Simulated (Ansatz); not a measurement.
Os:

```xyz
2
Lattice="2.7341 0.0000 0.0000 -1.3671 2.3678 0.0000 0.0000 0.0000 4.3197" Properties=species:S:1:pos:R:3 pbc="T T T"
Os    1.3671    0.7893    3.2398
Os    0.0000    1.5785    1.0799
```

| Property | Result |
| --- | --- |
| Program | Ansatz 0.2.0 |
| Task | relaxation of cell and atoms |
| Functional | BPBE |
| Potentials or basis | Ansatz PAW |
| Cutoff | 420 eV (not typed: the program's choice for these potentials) |
| k mesh | 11 × 11 × 6 |
| Occupations | fermi-dirac, width 0.05 eV |
| Spin | no spin polarisation |

At the start: volume 13.98 Å³/atom.

Where does the relaxation end?

It ends after 4 steps and the volume is 14.29 Å³/atom (+2.2 %); space group P6_3/mmc (No. 194, to 0.05 Å).

The path:
| step | energy change (eV) | largest force (eV/Å) | volume (Å³) |
| --- | --- | --- | --- |
| 1 | 0.0000 | 0.0000 | 27.96 |
| 2 | -0.0161 | 0.0000 | 28.62 |
| 3 | -0.0163 | 0.0000 | 28.57 |
| 4 | -0.0166 | 0.0000 | 28.57 |

Final structure:
```
CELL_PARAMETERS angstrom
2.75446 0.00000 0.00000
-1.37723 2.38544 0.00000
0.00000 0.00000 4.34876
ATOMIC_POSITIONS crystal
Os 0.66667 0.33333 0.75000
Os 0.33333 0.66667 0.25000
```

Caveat: the plane-wave basis is chosen anew once the cell has moved, so the energies of steps on either side of that aren't comparable; the PAW data sets come from PBE, with cores solved anew for the run's functional, which leaves a small shift of forces and pressure.
